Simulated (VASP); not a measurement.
# Mg (I4/mmm) in VASP: further runs

Runs on Mg. Level: PBEsol. Tasks: single point.

All numbers are computed with VASP 6.6.1; they aren't measurements. Logs are shortened: lines on timing, memory, paths and dates and some standing lists are left out, and cuts for length are marked.

### Step 1. The structure

Symmetry: I4/mmm, No. 139, tetragonal system. Conventional cell: a = 2.987 Å, b = 2.987 Å, c = 5.069 Å, α = 90.00°, β = 90.00°, γ = 90.00°. Mg (site symmetry 4/mmm) has 12 Mg at 2.99 to 3.30 Å as nearest neighbours.

This isn't the form of Mg at room conditions, which is hcp.

### Step 2. Single point, PBEsol

INCAR reads:

```
SYSTEM = Mg
PREC = Accurate
ENCUT = 520
EDIFF = 1E-7
ISMEAR = 0
SIGMA = 0.15
LREAL = .False.
LASPH = .True.
NELM = 100
ALGO = Normal
ISIF = 2
LWAVE = .False.
LCHARG = .True.
GGA = PS
LELF = .True.
LVHAR = .True.
NBANDS = 7
```

KPOINTS reads:

```
Automatic mesh
0
Gamma
  20 20 20
  0 0 0
```

POSCAR reads:

```
Mg
1.0
    0.0000000000      2.1119257540      2.5343109048
    2.1119257540      0.0000000000      2.5343109048
    2.1119257540      2.1119257540      0.0000000000
Mg
1
Direct
    0.0000000000      0.0000000000      0.0000000000
```

Potentials or basis: VASP PAW PBE potentials, release 64 (Mg).

The run is started by

```bash
$ cat potpaw_PBE.64/Mg/POTCAR > POTCAR
$ mpirun -np 1 vasp_std > vasp.out
```

OUTCAR:

```text
SYSTEM = Mg
   PREC = Accurate
   ENCUT = 520
   EDIFF = 1E-7
   ISMEAR = 0
   LREAL = .False.
   LASPH = .True.
   NELM = 100
   ISIF = 2
   GGA = PS

 ion  position               nearest neighbor table
   1  0.000  0.000  0.000-

  LATTYP: Found a body centered tetragonal cell.
 ALAT       =     2.9867140440
 C/A-ratio  =     1.6970562748

  Lattice vectors:

 A1 = (  -2.1119257540,   0.0000000000,   2.5343109048)
 A2 = (   2.1119257540,   0.0000000000,   2.5343109048)
 A3 = (   0.0000000000,   2.1119257540,  -2.5343109048)

Analysis of symmetry for initial positions (statically):
=====================================================================
 Subroutine PRICEL returns:
 Original cell was already a primitive cell.

 Routine SETGRP: Setting up the symmetry group for a
 body centered tetragonal supercell.

 Subroutine GETGRP returns: Found 16 space group operations
 (whereof 16 operations were pure point group operations)
 out of a pool of 16 trial point group operations.

The static configuration has the point symmetry D_4h.

Analysis of symmetry for dynamics (positions and initial velocities):
=====================================================================
 Subroutine PRICEL returns:
 Original cell was already a primitive cell.

 Routine SETGRP: Setting up the symmetry group for a
 body centered tetragonal supercell.

 Subroutine GETGRP returns: Found 16 space group operations
 (whereof 16 operations were pure point group operations)
 out of a pool of 16 trial point group operations.

The dynamic configuration has the point symmetry D_4h.

 Subroutine INISYM returns: Found 16 space group operations
 (whereof 16 operations are pure point group operations),
 and found     1 'primitive' translations

----------------------------------------------------------------------------------------

                                     Primitive cell

  volume of cell :      22.6072

  direct lattice vectors                    reciprocal lattice vectors
     0.000000000  2.111925754  2.534310905    -0.236750747  0.236750747  0.197292289
     2.111925754  0.000000000  2.534310905     0.236750747 -0.236750747  0.197292289
     2.111925754  2.111925754  0.000000000     0.236750747  0.236750747 -0.197292289

  length of vectors
     3.298933487  3.298933487  2.986714044     0.388620740  0.388620740  0.388620740

  position of ions in fractional coordinates (direct lattice)
     0.000000000  0.000000000  0.000000000

  ion indices of the primitive-cell ions
   primitive index   ion index
                 1           1

----------------------------------------------------------------------------------------

 KPOINTS: Automatic mesh

Automatic generation of k-mesh.
 Grid dimensions read from file:
 generate k-points for:   20   20   20

 Generating k-lattice:

  Cartesian coordinates                     Fractional coordinates (reciprocal lattice)
    -0.011837537  0.011837537  0.009864614     0.050000000  0.000000000  0.000000000
     0.011837537 -0.011837537  0.009864614     0.000000000  0.050000000  0.000000000
     0.011837537  0.011837537 -0.009864614     0.000000000  0.000000000  0.050000000

  Length of vectors
     0.019431037  0.019431037  0.019431037

  Shift w.r.t. Gamma in fractional coordinates (k-lattice)
     0.000000000  0.000000000  0.000000000

 Subroutine IBZKPT returns following result:
 ===========================================

 Found    641 irreducible k-points:

 Following reciprocal coordinates:
            Coordinates               Weight
  0.000000  0.000000  0.000000      1.000000
  0.050000 -0.000000  0.000000      8.000000
  0.100000 -0.000000  0.000000      8.000000
  0.150000  0.000000  0.000000      8.000000
  0.200000 -0.000000  0.000000      8.000000
  0.250000 -0.000000  0.000000      8.000000
[... 16 lines left out ...]
 -0.400000  0.050000  0.000000      8.000000
 -0.350000  0.050000  0.000000      8.000000
 [... further k-points ...]
   k-points           NKPTS =    641   k-points in BZ     NKDIM =    641   number of bands    NBANDS=      7
   number of dos      NEDOS =    301   number of ions     NIONS =      1
   total plane-waves  NPLWV =  18816
   dimension x,y,z NGX =    28 NGY =   28 NGZ =   24
   dimension x,y,z NGXF=    56 NGYF=   56 NGZF=   48
   ions per type =               1
   NGX,Y,Z   is equivalent  to a cutoff of  14.11, 14.11, 13.36 a.u.
   NGXF,Y,Z  is equivalent  to a cutoff of  28.22, 28.22, 26.72 a.u.
 SYSTEM =  Mg
   PREC   = accura    normal or accurate (medium, high low for compatibility)
   ISTART =      0    job   : 0-new  1-cont  2-samecut
   ICHARG =      2    charge: 1-file 2-atom 10-const
   ISPIN  =      1    spin polarized calculation?
   LNONCOLLINEAR =      F non collinear calculations
   LSORBIT =      F    spin-orbit coupling
   LASPH  =      T    aspherical Exc in radial PAW
   ENCUT  =  520.0 eV  38.22 Ry    6.18 a.u.   6.13  6.13  5.55*2*pi/ulx,y,z
   NELM   =    100;   NELMIN=  2; NELMDL= -5     # of ELM steps
   EDIFF  = 0.1E-06   stopping-criterion for ELM
   LREAL  =      F    real-space projection
   EDIFFG = 0.1E-05   stopping-criterion for IOM
   NSW    =      0    number of steps for IOM
   IBRION =     -1    ionic relax: 0-MD 1-quasi-New 2-CG
   NFREE  =      0    steps in history (QN), initial steepest desc. (CG)
   ISIF   =      2    stress and relaxation
   ISYM   =      2    0-nonsym 1-usesym 2-fastsym
   POTIM  = 0.5000    time-step for ionic-motion
   TEBEG  =    0.0;   TEEND  =   0.0 temperature during run
   PSTRESS=    0.0 pullay stress
   NELECT =       2.0000    total number of electrons
   NUPDOWN=      -1.0000    fix difference up-down
   EMIN   =  10.00;   EMAX   =-10.00  energy-range for DOS
   EFERMI =   0.00;   METHOD = LEGACY
   ISMEAR =     0;   SIGMA  =   0.15  broadening in eV -4-tet -1-fermi 0-gaus
   EFERMI_NEDOS =   21; number of points for ismear=-14 and -15
   IALGO  =     38    algorithm
   IMIX   =      4    mixing-type and parameters
     AMIX     =   0.40;   BMIX     =  1.00
     AMIX_MAG =   1.60;   BMIX_MAG =  1.00
  volume/ion in A,a.u.               =      22.61       152.56
  Fermi-wavevector in a.u.,A,eV,Ry     =   0.729462  1.378483  7.239854  0.532114
  Thomas-Fermi vector in A             =   1.821189
   LORBIT       =      0    0 simple, 1 ext, 2 COOP (PROOUT), +10 PAW based schemes
   GGA     = PS    functional components
   LHFCALC =     F    Hartree Fock is set to
   AEXX    =    0.0000 exact exchange contribution
   IVDW    =     0    specifies the selected vdW correction
   LEPSILON=     F    determine dielectric tensor
   LRPA    =     F    only Hartree local field effects (RPA)
 non-spin polarized calculation
 Gauss-broadening in eV      SIGMA  =   0.15
  energy-cutoff  :      520.00
  volume of cell :       22.61
 maximum number of plane-waves:       642
 NGX is ok and might be reduce to    28

 number of electron       2.0000000 magnetization

 Free energy of the ion-electron system (eV)
  ---------------------------------------------------
  ext. energy  EPLUGINS =         0.00000000
  ---------------------------------------------------
  free energy    TOTEN  =        -1.66488529 eV

  energy without entropy =       -1.66038011  energy(sigma->0) =       -1.66263270

 E-fermi :   2.6797     XC(G=0):  -8.5829

 val. band max:        2.6734188640   @ k =  -0.4000   0.0500   0.2500
 cond. band min:       2.6823466388   @ k =  -0.3000   0.4000   0.1000
 fundamental gap:      0.0089277748
 Fermi energy:         2.6797009584

 k-point     1 :       0.0000    0.0000    0.0000
  band No.  band energies     occupation
      1      -4.3232      2.00000
      2      14.4502      0.00000
      3      15.9188      0.00000
      4      15.9188      0.00000
      5      16.5409      0.00000
      6      17.2129      0.00000
      7      17.2129      0.00000

 k-point     2 :       0.0500   -0.0000    0.0000
  band No.  band energies     occupation
      1      -4.2662      2.00000
      2      13.9853      0.00000
      3      15.1246      0.00000
      4      15.8036      0.00000
      5      16.0879      0.00000
      6      17.3742      0.00000
      7      17.4217      0.00000

 k-point     3 :       0.1000   -0.0000    0.0000
  band No.  band energies     occupation
      1      -4.0954      2.00000
      2      12.6292      0.00000
      3      14.3982      0.00000
      4      15.3677      0.00000
      5      15.5854      0.00000
      6      17.2951      0.00000
      7      17.9203      0.00000

 k-point     4 :       0.1500    0.0000    0.0000
  band No.  band energies     occupation
      1      -3.8115      2.00000
      2      11.0049      0.00000
      3      13.8498      0.00000
      4      14.6613      0.00000
      5      15.3902      0.00000
      6      17.1523      0.00000
      7      18.5810      0.00000

 k-point     5 :       0.2000   -0.0000    0.0000
  band No.  band energies     occupation
      1      -3.4156      2.00000
      2       9.3820      0.00000
      3      13.3641      0.00000
      4      14.0199      0.00000
      5      15.2597      0.00000
      6      17.0313      0.00000
      7      19.3574      0.00000

 k-point     6 :       0.2500   -0.0000    0.0000
  band No.  band energies     occupation
      1      -2.9089      2.00000
      2       7.8162      0.00000
      3      12.9417      0.00000
      4      13.4598      0.00000
      5      15.2065      0.00000
      6      16.9741      0.00000
      7      19.8984      0.00000

 k-point     7 :       0.3000    0.0000    0.0000
  band No.  band energies     occupation
      1      -2.2933      2.00000
      2       6.3261      0.00000
      3      12.5908      0.00000
      4      12.9892      0.00000
      5      15.2340      0.00000
      6      17.0033      0.00000
      7      19.0714      0.00000

 k-point     8 :       0.3500    0.0000    0.0000
  band No.  band energies     occupation
      1      -1.5713      2.00000
      2       4.9207      0.00000
      3      12.3181      0.00000
      4      12.6130      0.00000
      5      15.3398      0.00000
      6      17.1283      0.00000
      7      18.3188      0.00000

 k-point     9 :       0.4000    0.0000    0.0000
  band No.  band energies     occupation
      1      -0.7463      2.00000
      2       3.6063      0.00000
      3      12.1275      0.00000
      4      12.3350      0.00000
      5      15.5128      0.00000
      6      17.3479      0.00000
      7      17.6804      0.00000

 k-point    10 :       0.4500    0.0000    0.0000
  band No.  band energies     occupation
      1       0.1725      2.00000
      2       2.3934      1.99305
      3      12.0197      0.00000
      4      12.1597      0.00000
      5      15.7152      0.00000
      6      17.1980      0.00000
      7      17.6388      0.00000

 k-point    11 :       0.5000   -0.0000    0.0000
  band No.  band energies     occupation
      1       0.9857      2.00000
      2       1.4822      2.00000
      3      11.9869      0.00000
      4      12.0977      0.00000
      5      15.8254      0.00000
      6      16.9943      0.00000
      7      17.8421      0.00000
[... 51 lines left out ...]
 k-point    17 :       0.3000    0.0500    0.0000
  band No.  band energies     occupation
      1      -2.5619      2.00000
      2       7.0626      0.00000
      3      11.7359      0.00000
      4      13.9094      0.00000
      5      14.5332      0.00000
      6      16.6593      0.00000
      7      20.2327      0.00000

 k-point    18 :       0.3500    0.0500    0.0000
  band No.  band energies     occupation
      1      -1.8913      2.00000
      2       5.6212      0.00000
      3      11.3057      0.00000
      4      13.6979      0.00000
      5      14.6088      0.00000
      6      16.6472      0.00000
      7      19.4217      0.00000

 k-point    19 :       0.4000    0.0500    0.0000
  band No.  band energies     occupation
      1      -1.1159      2.00000
      2       4.2657      0.00000
      3      10.9729      0.00000
      4      13.5461      0.00000
      5      14.7710      0.00000
      6      16.7575      0.00000
      7      18.7036      0.00000

 k-point    20 :       0.4500    0.0500    0.0000
  band No.  band energies     occupation
      1      -0.2406      2.00000
      2       3.0042      0.00222
      3      10.7388      0.00000
      4      13.4629      0.00000
      5      15.0166      0.00000
      6      16.9863      0.00000
      7      18.0859      0.00000

 k-point    21 :       0.5000    0.0500    0.0000
  band No.  band energies     occupation
      1       0.7070      2.00000
      2       1.8653      2.00000
      3      10.6040      0.00000
      4      13.4559      0.00000
      5      15.3360      0.00000
      6      17.3211      0.00000
      7      17.5801      0.00000

 k-point    22 :      -0.4500    0.0500    0.0000
  band No.  band energies     occupation
      1       0.6757      2.00000
      2       1.9010      2.00000
      3      10.5683      0.00000
      4      13.5310      0.00000
      5      15.6982      0.00000
      6      17.2182      0.00000
      7      17.7267      0.00000

 k-point    23 :      -0.4000    0.0500    0.0000
  band No.  band energies     occupation
      1      -0.2708      2.00000
      2       3.0479      0.00052
      3      10.6310      0.00000
      4      13.6921      0.00000
      5      15.9930      0.00000
      6      17.1101      0.00000
      7      18.0117      0.00000

 k-point    24 :      -0.3500    0.0500    0.0000
  band No.  band energies     occupation
      1      -1.1426      2.00000
      2       4.3158      0.00000
      3      10.7904      0.00000
      4      13.9416      0.00000
      5      16.0558      0.00000
      6      17.4194      0.00000
      7      17.8979      0.00000

 [... further k-points ...]
[... 5 lines left out ...]
  --------------------------------------------------------------------------------------
  -------------------------------------------------------------------------------------
  Total        0.3410012      0.3410012     -0.5269992      0.0000000      0.0000000      0.0000000
  in kB       24.1668075     24.1668075    -37.3485133      0.0000000      0.0000000      0.0000000
  external PRESSURE =       3.6617006 kB  Pullay stress =       0.0000000 kB

 VOLUME and BASIS-vectors are now :
 -----------------------------------------------------------------------------
  energy-cutoff  :      520.00
  volume of cell :       22.61
      direct lattice vectors                 reciprocal lattice vectors
     0.000000000  2.111925754  2.534310905    -0.236750747  0.236750747  0.197292289
     2.111925754  0.000000000  2.534310905     0.236750747 -0.236750747  0.197292289
     2.111925754  2.111925754  0.000000000     0.236750747  0.236750747 -0.197292289

 POSITION                                       TOTAL-FORCE (eV/Angst)
 -----------------------------------------------------------------------------------
      0.00000      0.00000      0.00000         0.000000      0.000000      0.000000
 -----------------------------------------------------------------------------------
    total drift:                                0.000000     -0.000000     -0.000000

  FREE ENERGIE OF THE ION-ELECTRON SYSTEM (eV)
  ---------------------------------------------------
  free  energy   TOTEN  =        -1.6648852904 eV

  energy  without entropy=       -1.6603801135  energy(sigma->0) =       -1.66263270
```

Wall time 30 s (1 thread of Intel Xeon 6975P-C (Granite Rapids), shared host); peak memory 0.24 GiB.

What came out:

```
Free energy            : -1.6649 eV
Pressure               : 0.4 GPa
Band gap on the k mesh : none (metal or under the smearing width)
```

Caveat: the PAW data sets were made with another functional, which shifts forces and pressure a little.

### Step 3. Single point, PBEsol

This run uses another cell than the first one, of the same volume but with other edges.

INCAR reads:

```
SYSTEM = Mg
PREC     = Accurate       ! precision mode
ENCUT    = 520            ! plane-wave cutoff, eV
EDIFF    = 1E-7           ! SCF threshold, eV
ISMEAR   = 0              ! smearing method
SIGMA    = 0.15           ! smearing width, eV
LREAL    = .FALSE.        ! projectors in reciprocal space
LASPH    = .TRUE.         ! aspherical terms in the spheres
NELM     = 100            ! most SCF steps
ALGO     = Fast           ! electronic algorithm
ISIF     = 2              ! what is computed and relaxed
LWAVE    = .FALSE.        ! write WAVECAR
LCHARG   = .FALSE.        ! write CHGCAR
GGA      = PS             ! functional
NBANDS   = 7              ! bands
```

KPOINTS reads:

```
regular mesh
0
G
  20 20 20
  0 0 0
```

POSCAR reads:

```
Mg
1.0
    0.0000000000      2.4380401912      1.9016713492
    2.4380401912      0.0000000000      1.9016713492
    2.4380401912      2.4380401912      0.0000000000
Mg
1
Direct
    0.0000000000      0.0000000000      0.0000000000
```

Potentials or basis: VASP PAW PBE potentials, release 64 (Mg).

The run is started by

```bash
$ cat potpaw_PBE.64/Mg/POTCAR > POTCAR
$ mpirun -np 1 vasp_std > vasp.out
```

Wall time 27 s (1 thread of Intel Xeon 6975P-C (Granite Rapids), shared host); peak memory 0.23 GiB.

It converged, with:

```
Free energy            : -1.6996 eV
Pressure               : -0.2 GPa
Band gap on the k mesh : none (metal or under the smearing width)
```

Stress tensor (GPa, compression positive):
```
-0.37  0.00  0.00
 0.00 -0.37  0.00
 0.00  0.00  0.23
```

Levels at points of the mesh, in eV from the Fermi level:
```
           k point  band 1  band 2  band 3  band 4
(0.00, 0.00, 0.00)   -7.02   12.57   12.57   14.12
(0.50, 0.00, 0.00)   -1.65   -1.12    9.28   10.04
(0.50, 0.50, 0.00)    2.46    3.26    4.51    4.68
(0.50, 0.00, 0.50)   -1.21   -0.46    7.64    8.45
```

Caveat: the PAW data sets were made with another functional, which shifts forces and pressure a little.

### Step 4. Single point, PBEsol

This run uses another cell than the first one, of the same volume but with other edges.

INCAR reads:

```
  ALGO = Normal
  EDIFF = 1E-6
  ENCUT = 520
  GGA = PS
  ISIF = 2
  ISMEAR = 0
  LASPH = T
  LCHARG = F
  LREAL = F
  LWAVE = F
  NBANDS = 7
  NELM = 100
  PREC = Accurate
  SIGMA = 0.15
```

KPOINTS reads:

```
k-points
0
Gamma
  20 20 20
```

POSCAR reads:

```
Mg
1.0
    0.0000000000      2.5192190033      1.7810878354
    2.5192190033      0.0000000000      1.7810878354
    2.5192190033      2.5192190033      0.0000000000
Mg
1
Direct
    0.0000000000      0.0000000000      0.0000000000
```

The run is started by

```bash
$ cat potpaw_PBE.64/Mg/POTCAR > POTCAR
$ mpirun -np 1 vasp_std > vasp.out
```

Wall time 25 s (1 thread of Intel Xeon 6975P-C (Granite Rapids), shared host); peak memory 0.23 GiB.

It converged, with:

```
Free energy            : -1.6986 eV
Pressure               : -0.3 GPa
Band gap on the k mesh : none (metal or under the smearing width)
```

Levels at points of the mesh, in eV from the Fermi level:
| k point | band 1 | band 2 | band 3 | band 4 |
| --- | --- | --- | --- | --- |
| (0.00, 0.00, 0.00) | -7.04 | 13.07 | 13.07 | 13.07 |
| (0.50, 0.00, 0.00) | -1.54 | -0.94 | 8.64 | 9.40 |
| (0.50, 0.50, 0.00) | 3.86 | 3.86 | 3.87 | 3.98 |
| (0.50, 0.00, 0.50) | -1.54 | -0.94 | 8.64 | 9.41 |

Caveat: the PAW data sets were made with another functional, which shifts forces and pressure a little.
